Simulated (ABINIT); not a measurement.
Crystal: Sn.

```
CELL_PARAMETERS angstrom
-2.02919 2.02919 1.66076
2.02919 -2.02919 1.66076
2.02919 2.02919 -1.66076
ATOMIC_POSITIONS crystal
Sn 0.00000 0.00000 0.00000
```

This isn't the form of Sn at room conditions, which is tetragonal (white tin).

* Program: ABINIT 10.8.3 (patched build)
* Task: single point
* Functional: PBEsol
* Potentials or basis: PseudoDojo NC SR PBEsol v0.4.1 standard
* Cutoff: 980 eV
* k mesh: 10 × 10 × 10
* Occupations: fermi-dirac, width 0.05 eV
* Spin: no spin polarisation

On this cell: pressure -1.9 GPa; band gap on the k mesh none (metal or under the smearing width).

The same run follows on a disturbed copy (cell strained at random at fixed volume):

```
CELL_PARAMETERS angstrom
-1.96923 2.05623 1.62201
2.04455 -2.03890 1.69286
1.97855 2.04822 -1.60084
ATOMIC_POSITIONS crystal
Sn 0.00815 0.00113 0.99938
```

**Question.** What does the disturbed cell give?

**Answer.** The energy (extrapolated to zero smearing) moves by +1.3 meV/atom; pressure -1.7 GPa; band gap on the k mesh none (metal or under the smearing width).

Stress tensor (GPa, compression positive):
```
-2.17 -0.18 -0.28
-0.18 -2.00 -0.08
-0.28 -0.08 -0.81
```
